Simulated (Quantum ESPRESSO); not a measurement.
# TiAl (P-6m2) in Quantum ESPRESSO: notebook

The runs below take TiAl through band structure, single point, equation of state, with PBEsol, LDA.

Program: Quantum ESPRESSO 7.5. These are calculated values, not measurements. Logs are shortened: lines on timing, memory, paths and dates and some standing lists are left out, and cuts for length are marked.

### Step 1. The structure

Symmetry: P-6m2, No. 187, hexagonal system. The conventional cell has a = 2.867 Å, b = 2.867 Å, c = 4.678 Å, α = 90.00°, β = 90.00°, γ = 120.00°. Ti (site symmetry -6m2) has 6 Al at 2.87 Å and 6 Ti at 2.87 Å as nearest neighbours. Al (site symmetry -6m2) has 6 Ti at 2.87 Å and 6 Al at 2.87 Å as nearest neighbours.

The cell comes from a database or a generator and needn't be the stable form of this composition.

### Step 2. Band structure, PBEsol

The input, pw.in:

```
&CONTROL
  calculation = 'scf'
  prefix = 'pwscf'
  outdir = './tmp'
  pseudo_dir = './pseudo'
  tprnfor = .true.
  tstress = .true.
  disk_io = 'low'
/
&SYSTEM
  ibrav = 0
  celldm(1) = 8
  nat = 2
  ntyp = 2
  ecutwfc = 45
  ecutrho = 360
  nbnd = 13
  occupations = 'smearing'
  smearing = 'fd'
  degauss = 0.00367493
/
&ELECTRONS
  conv_thr = 4d-10
  electron_maxstep = 120
  mixing_beta = 0.5
/
ATOMIC_SPECIES
Ti    47.8670 ti_pbesol_v1.4.uspp.F.UPF
Al    26.9815 al_pbesol_v1.uspp.F.UPF
CELL_PARAMETERS alat
  0.6772925434108   0.0000000000000   0.0000000000000
 -0.3386462716936   0.5865525483804   0.0000000000000
  0.0000000000000   0.0000000000000   1.1050369572835
ATOMIC_POSITIONS crystal
Ti     0.0000000000    0.0000000000    0.0000000000
Al     0.3333333333    0.6666666667    0.5000000000
K_POINTS automatic
11 11 6 0 0 0
```

The input, bands.in:

```
&CONTROL
  calculation = 'bands'
  prefix = 'pwscf'
  outdir = './tmp'
  pseudo_dir = './pseudo'
  disk_io = 'low'
  verbosity = 'high'
/
&SYSTEM
  ibrav = 0
  celldm(1) = 8
  nat = 2
  ntyp = 2
  ecutwfc = 45
  ecutrho = 360
  nbnd = 13
  occupations = 'smearing'
  smearing = 'fd'
  degauss = 0.00367493
/
&ELECTRONS
  conv_thr = 1d-08
  electron_maxstep = 120
  mixing_beta = 0.5
  diago_full_acc = .true.
  startingwfc = 'random'
/
ATOMIC_SPECIES
Ti    47.8670 ti_pbesol_v1.4.uspp.F.UPF
Al    26.9815 al_pbesol_v1.uspp.F.UPF
CELL_PARAMETERS alat
  0.6772925434108   0.0000000000000   0.0000000000000
 -0.3386462716936   0.5865525483804   0.0000000000000
  0.0000000000000   0.0000000000000   1.1050369572835
ATOMIC_POSITIONS crystal
Ti     0.0000000000    0.0000000000    0.0000000000
Al     0.3333333333    0.6666666667    0.5000000000
K_POINTS crystal
60
 0.0000000000  0.0000000000  0.0000000000 1
 0.0625000000  0.0000000000  0.0000000000 1
 0.1250000000  0.0000000000  0.0000000000 1
 0.1875000000  0.0000000000  0.0000000000 1
 0.2500000000  0.0000000000  0.0000000000 1
 0.3125000000  0.0000000000  0.0000000000 1
 0.3750000000  0.0000000000  0.0000000000 1
 0.4375000000  0.0000000000  0.0000000000 1
 0.5000000000  0.0000000000  0.0000000000 1
 0.4583333333  0.0833333333  0.0000000000 1
 0.4166666667  0.1666666667  0.0000000000 1
 0.3750000000  0.2500000000  0.0000000000 1
 0.3333333333  0.3333333333  0.0000000000 1
 0.2962962963  0.2962962963  0.0000000000 1
 0.2592592593  0.2592592593  0.0000000000 1
 0.2222222222  0.2222222222  0.0000000000 1
 0.1851851852  0.1851851852  0.0000000000 1
 0.1481481481  0.1481481481  0.0000000000 1
 0.1111111111  0.1111111111  0.0000000000 1
 0.0740740741  0.0740740741  0.0000000000 1
 0.0370370370  0.0370370370  0.0000000000 1
 0.0000000000  0.0000000000  0.0000000000 1
 0.0000000000  0.0000000000  0.1250000000 1
 0.0000000000  0.0000000000  0.2500000000 1
 0.0000000000  0.0000000000  0.3750000000 1
 0.0000000000  0.0000000000  0.5000000000 1
 0.0625000000  0.0000000000  0.5000000000 1
 0.1250000000  0.0000000000  0.5000000000 1
 0.1875000000  0.0000000000  0.5000000000 1
 0.2500000000  0.0000000000  0.5000000000 1
 0.3125000000  0.0000000000  0.5000000000 1
 0.3750000000  0.0000000000  0.5000000000 1
 0.4375000000  0.0000000000  0.5000000000 1
 0.5000000000  0.0000000000  0.5000000000 1
 0.4666666667  0.0666666667  0.5000000000 1
 0.4333333333  0.1333333333  0.5000000000 1
 0.4000000000  0.2000000000  0.5000000000 1
 0.3666666667  0.2666666667  0.5000000000 1
 0.3333333333  0.3333333333  0.5000000000 1
 0.3000000000  0.3000000000  0.5000000000 1
 0.2666666667  0.2666666667  0.5000000000 1
 0.2333333333  0.2333333333  0.5000000000 1
 0.2000000000  0.2000000000  0.5000000000 1
 0.1666666667  0.1666666667  0.5000000000 1
 0.1333333333  0.1333333333  0.5000000000 1
 0.1000000000  0.1000000000  0.5000000000 1
 0.0666666667  0.0666666667  0.5000000000 1
 0.0333333333  0.0333333333  0.5000000000 1
 0.0000000000  0.0000000000  0.5000000000 1
 0.5000000000  0.0000000000  0.5000000000 1
 0.5000000000  0.0000000000  0.4000000000 1
 0.5000000000  0.0000000000  0.3000000000 1
 0.5000000000  0.0000000000  0.2000000000 1
 0.5000000000  0.0000000000  0.1000000000 1
 0.5000000000  0.0000000000  0.0000000000 1
 0.3333333333  0.3333333333  0.0000000000 1
 0.3333333333  0.3333333333  0.1250000000 1
 0.3333333333  0.3333333333  0.2500000000 1
 0.3333333333  0.3333333333  0.3750000000 1
 0.3333333333  0.3333333333  0.5000000000 1
```

Potentials or basis: GBRV 1.5 PBEsol.

The run is started by

```sh
$ OMP_NUM_THREADS=1 mpirun -n 2 pw.x -nk 2 -in pw.in > pw.out
$ OMP_NUM_THREADS=1 mpirun -n 2 pw.x -nk 2 -in bands.in > bands.out
```

pw.out:

```text
This program is part of the open-source Quantum ESPRESSO suite
     for quantum simulation of materials; please cite
         "P. Giannozzi et al., J. Phys.:Condens. Matter 21 395502 (2009);
         "P. Giannozzi et al., J. Phys.:Condens. Matter 29 465901 (2017);
         "P. Giannozzi et al., J. Chem. Phys. 152 154105 (2020);
     in publications or presentations arising from this work. More details at

     Message from routine setup:
     using ibrav=0 with symmetry is DISCOURAGED, use correct ibrav instead

     K-points division:     npool     =       2
     Subspace diagonalization in iterative solution of the eigenvalue problem:
     a serial algorithm will be used

     G-vector sticks info
     --------------------
     sticks:   dense  smooth     PW     G-vecs:    dense   smooth      PW
     Sum         733     367    121                25949     9187    1653

     Using Slab Decomposition

     bravais-lattice index     =            0
     lattice parameter (alat)  =       8.0000  a.u.
     unit-cell volume          =     224.7657 (a.u.)^3
     number of atoms/cell      =            2
     number of atomic types    =            2
     number of electrons       =        15.00
     number of Kohn-Sham states=           13
     kinetic-energy cutoff     =      45.0000  Ry
     charge density cutoff     =     360.0000  Ry
     scf convergence threshold =      4.0E-10
     mixing beta               =       0.5000
     number of iterations used =            8  plain     mixing
     Exchange-correlation= SLA  PW   PSX  PSC
                           (   1   4  10   8   0   0   0)

     celldm(1)=   8.000000  celldm(2)=   0.000000  celldm(3)=   0.000000
     celldm(4)=   0.000000  celldm(5)=   0.000000  celldm(6)=   0.000000

     crystal axes: (cart. coord. in units of alat)
               a(1) = (   0.677293   0.000000   0.000000 )
               a(2) = (  -0.338646   0.586553   0.000000 )
               a(3) = (   0.000000   0.000000   1.105037 )

     reciprocal axes: (cart. coord. in units 2 pi/alat)
               b(1) = (  1.476467  0.852439 -0.000000 )
               b(2) = (  0.000000  1.704877  0.000000 )
               b(3) = (  0.000000 -0.000000  0.904947 )

     PseudoPot. # 1 for Ti read from file:
     ti_pbesol_v1.4.uspp.F.UPF
     Pseudo is Ultrasoft + core correction, Zval = 12.0
     Generated by new atomic code, or converted to UPF format
     Using radial grid of  851 points,  6 beta functions with:
                l(1) =   0
                l(2) =   0
                l(3) =   1
                l(4) =   1
                l(5) =   2
                l(6) =   2
     Q(r) pseudized with  6 coefficients,  rinner =    1.000   1.000   1.000
                                                       1.000   1.000

     PseudoPot. # 2 for Al read from file:
     al_pbesol_v1.uspp.F.UPF
     Pseudo is Ultrasoft + core correction, Zval =  3.0
     Generated by new atomic code, or converted to UPF format
     Using radial grid of  893 points,  3 beta functions with:
                l(1) =   0
                l(2) =   1
                l(3) =   2
     Q(r) pseudized with  8 coefficients,  rinner =    0.900   0.900   0.900
                                                       0.900   0.900

     atomic species   valence    mass     pseudopotential
     Ti               12.00    47.86700     Ti( 1.00)
     Al                3.00    26.98150     Al( 1.00)

     12 Sym. Ops. (no inversion) found

   Cartesian axes

     site n.     atom                  positions (alat units)
         1        Ti     tau(   1) = (   0.0000000   0.0000000   0.0000000  )
         2        Al     tau(   2) = (  -0.0000000   0.3910350   0.5525185  )

     number of k points=    64  Fermi-Dirac smearing, width (Ry)=  0.0037
                       cart. coord. in units 2pi/alat
        k(    1) = (   0.0000000   0.0000000   0.0000000), wk =   0.0027548
        k(    2) = (   0.0000000   0.0000000   0.1508245), wk =   0.0055096
[... 56 lines left out ...]

     iteration #  9     ecut=    45.00 Ry     beta= 0.50
     Davidson diagonalization with overlap
     ethr =  2.08E-10,  avg # of iterations =  3.4

     negative rho (up, down):  5.118E-04 0.000E+00

     total energy              =    -125.84675262 Ry
     estimated scf accuracy    <       0.00000002 Ry

     iteration # 10     ecut=    45.00 Ry     beta= 0.50
     Davidson diagonalization with overlap
     ethr =  1.12E-10,  avg # of iterations =  1.4

     negative rho (up, down):  5.118E-04 0.000E+00

     End of self-consistent calculation

          k = 0.0000 0.0000 0.0000 (  1129 PWs)   bands (ev):

   -45.9318 -22.3580 -21.9382 -21.9382   1.4133   8.0422   8.5115  11.6180
    11.6180  13.1112  13.1112  14.2597  23.1979

          k = 0.0000 0.0000 0.1508 (  1123 PWs)   bands (ev):

   -45.9318 -22.3591 -21.9382 -21.9382   1.5838   6.9145   9.2872  11.6214
    11.6214  13.0924  13.0924  14.8301  23.3903

          k = 0.0000 0.0000 0.3016 (  1141 PWs)   bands (ev):

   -45.9318 -22.3613 -21.9382 -21.9382   2.0136   5.6578   9.7715  11.6281
    11.6281  13.0552  13.0552  16.1926  22.3974

          k = 0.0000 0.0000-0.4525 (  1182 PWs)   bands (ev):

   -45.9317 -22.3624 -21.9382 -21.9382   2.3130   5.0619   9.9089  11.6315
    11.6315  13.0369  13.0369  17.1411  21.2747

          k = 0.0000 0.1550 0.0000 (  1128 PWs)   bands (ev):

   -45.9242 -22.3504 -21.9861 -21.9491   1.6186   8.2646   8.5372  11.4248
    11.7856  13.0547  13.1568  14.3060  20.7205

          k = 0.0000 0.1550 0.1508 (  1140 PWs)   bands (ev):

   -45.9241 -22.3515 -21.9861 -21.9490   1.7849   7.0958   9.3764  11.4313
    11.7892  12.9802  13.0331  15.0169  20.8095

          k = 0.0000 0.1550 0.3016 (  1152 PWs)   bands (ev):

   -45.9241 -22.3536 -21.9860 -21.9490   2.2011   5.8707   9.8858  11.4443
    11.7965  12.7834  12.9905  16.5185  20.9897

          k = 0.0000 0.1550-0.4525 (  1150 PWs)   bands (ev):

   -45.9241 -22.3547 -21.9860 -21.9490   2.4872   5.2946  10.0398  11.4510
    11.8002  12.7086  12.9695  17.5484  21.2685

          k = 0.0000 0.3100 0.0000 (  1144 PWs)   bands (ev):

   -45.9036 -22.3301 -22.1132 -21.9780   2.2261   8.6045   8.8433  10.9744
    12.2611  12.9063  13.3123  14.4149  17.8044
[... 246 lines left out ...]
          k = 0.4027 0.6974 0.3016 (  1135 PWs)   bands (ev):

   -45.8285 -22.4137 -22.2577 -22.2308   6.6840   9.2855   9.4821  10.0658
    10.3510  12.2658  13.3757  14.5125  15.6526

          k = 0.4027 0.6974-0.4525 (  1138 PWs)   bands (ev):

   -45.8285 -22.4136 -22.2583 -22.2308   6.7262   9.4239   9.6651  10.0878
    10.1955  11.5539  13.8565  14.9868  15.1619

          k = 0.4027 0.8524 0.0000 (  1146 PWs)   bands (ev):

   -45.8234 -22.3986 -22.2839 -22.2510   7.9035   8.3418   9.3007   9.6049
    10.5962  12.3765  13.2268  14.5087  16.7762

          k = 0.4027 0.8524 0.1508 (  1147 PWs)   bands (ev):

   -45.8234 -22.3986 -22.2839 -22.2515   8.0614   8.1837   9.3715   9.7260
    10.4355  12.6360  13.5226  13.7637  16.8727

          k = 0.4027 0.8524 0.3016 (  1138 PWs)   bands (ev):

   -45.8234 -22.3984 -22.2837 -22.2526   7.9392   8.4158   9.6474   9.7370
    10.3312  12.3829  13.2098  14.2870  16.2595

          k = 0.4027 0.8524-0.4525 (  1138 PWs)   bands (ev):

   -45.8234 -22.3983 -22.2837 -22.2531   7.8396   8.6086   9.6102  10.0273
    10.3573  11.5804  13.6018  14.9228  15.4879

     the Fermi energy is    10.3231 ev

!    total energy              =    -125.84675262 Ry
     estimated scf accuracy    <          3.2E-10 Ry
     smearing contrib. (-TS)   =      -0.00173274 Ry
     internal energy E=F+TS    =    -125.84501988 Ry

     The total energy is F=E-TS. E is the sum of the following terms:
     one-electron contribution =     -63.45235514 Ry
     hartree contribution      =      36.33183429 Ry
     xc contribution           =     -22.14012481 Ry
     ewald contribution        =     -76.58437422 Ry

     convergence has been achieved in  10 iterations

     negative rho (up, down):  5.118E-04 0.000E+00

     Forces acting on atoms (cartesian axes, Ry/au):

     atom    1 type  1   force =     0.00000000    0.00000000    0.00000000
     atom    2 type  2   force =     0.00000000    0.00000000    0.00000000

     Total force =     0.000000     Total SCF correction =     0.000000

     Computing stress (Cartesian axis) and pressure

     negative rho (up, down):  5.118E-04 0.000E+00
          total   stress  (Ry/bohr**3)                   (kbar)     P=      -29.52
  -0.00016336   0.00000000   0.00000000          -24.03        0.00        0.00
   0.00000000  -0.00016336   0.00000000            0.00      -24.03        0.00
   0.00000000  -0.00000000  -0.00027526            0.00       -0.00      -40.49

=------------------------------------------------------------------------------=
   JOB DONE.
=------------------------------------------------------------------------------=
```

Run time: 17 s. Hardware: 2 MPI ranks of Arm Neoverse V1, shared host; peak memory 0.22 GiB.

What came out:

- Free energy: -1712.2323 eV
- Pressure: -3.0 GPa
- Band gap on the k mesh: none (metal or under the smearing width)

Stress tensor (GPa, compression positive):
```
-2.40  0.00  0.00
 0.00 -2.40  0.00
 0.00  0.00 -4.05
```

Levels at the corners of the path, in eV from the Fermi level:
```
point  band 4  band 5  band 6  band 7  band 8  band 9  band 10  band 11
    Γ  -32.26   -8.91   -2.28   -1.81    1.29    1.29     2.79     2.79
    M  -32.40   -3.68   -2.79   -1.52   -0.97    2.12     3.99     4.09
    K  -32.57   -1.96   -1.71   -1.63   -0.52    0.02     1.94     2.76
    Γ  -32.26   -8.91   -2.28   -1.81    1.29    1.29     2.79     2.79
    A  -32.26   -8.01   -5.26   -0.41    1.31    1.31     2.71     2.71
    L  -32.40   -3.62   -2.38   -1.81    0.55    0.99     1.92     2.95
    H  -32.58   -1.97   -1.92   -0.64   -0.60    0.02     1.28     3.29
    A  -32.26   -8.01   -5.26   -0.41    1.31    1.31     2.71     2.71
    L  -32.40   -3.62   -2.38   -1.81    0.55    0.99     1.92     2.95
    M  -32.40   -3.68   -2.79   -1.52   -0.97    2.12     3.99     4.09
    K  -32.57   -1.96   -1.71   -1.63   -0.52    0.02     1.94     2.76
    H  -32.58   -1.97   -1.92   -0.64   -0.60    0.02     1.28     3.29
```

### Step 3. Single point, LDA, 15.65 Å³/atom

The input, pw.in:

```
&CONTROL
  calculation = 'scf'
  prefix = 'pwscf'
  outdir = './tmp'
  pseudo_dir = './pseudo'
  tprnfor = .true.
  tstress = .true.
  disk_io = 'nowf'
/
&SYSTEM
  ibrav = 0
  nat = 2
  ntyp = 2
  ecutwfc = 45
  ecutrho = 360
  nbnd = 13
  occupations = 'smearing'
  smearing = 'fd'
  degauss = 0.00367493
/
&ELECTRONS
  conv_thr = 4d-10
  electron_maxstep = 120
  mixing_beta = 0.5
/
ATOMIC_SPECIES
Ti    47.8670 ti_lda_v1.4.uspp.F.UPF
Al    26.9815 al_lda_v1.uspp.F.UPF
CELL_PARAMETERS angstrom
   2.8087302532    0.0000000000    0.0000000000
  -1.4043651265    2.4324317516    0.0000000000
   0.0000000000    0.0000000000    4.5825851222
ATOMIC_POSITIONS crystal
Ti     0.0000000000    0.0000000000    0.0000000000
Al     0.3333333333    0.6666666667    0.5000000000
K_POINTS automatic
11 11 6 0 0 0
```

Potentials or basis: GBRV 1.5 LDA.

The run is started by

```sh
$ OMP_NUM_THREADS=1 mpirun -n 2 pw.x -nk 2 -in pw.in > pw.out
```

Wall time 8.3 s (2 MPI ranks of Arm Neoverse V1, shared host); peak memory 0.18 GiB.

It converged, with:

| Property | Result |
| --- | --- |
| Free energy | -1713.2587 eV |
| Pressure | 0.4 GPa |
| Band gap on the k mesh | none (metal or under the smearing width) |

### Step 4. Single point, LDA, 15.99 Å³/atom

pw.in, as its differences from that of step 3:

```diff
@@ -29,5 +29,5 @@
 CELL_PARAMETERS angstrom
-   2.8087302532    0.0000000000    0.0000000000
-  -1.4043651265    2.4324317516    0.0000000000
-   0.0000000000    0.0000000000    4.5825851222
+   2.8285106954    0.0000000000    0.0000000000
+  -1.4142553477    2.4495621171    0.0000000000
+   0.0000000000    0.0000000000    4.6148579117
 ATOMIC_POSITIONS crystal
```

The run is started by

```sh
$ OMP_NUM_THREADS=1 mpirun -n 2 pw.x -nk 2 -in pw.in > pw.out
```

Run time: 9.4 s. Hardware: 2 MPI ranks of Arm Neoverse V1, shared host; peak memory 0.2 GiB.

The run converged. Its results:

* Free energy: -1713.2555 eV
* Pressure: -2.0 GPa
* Band gap on the k mesh: none (metal or under the smearing width)

(Continued in part 2 of 2.)
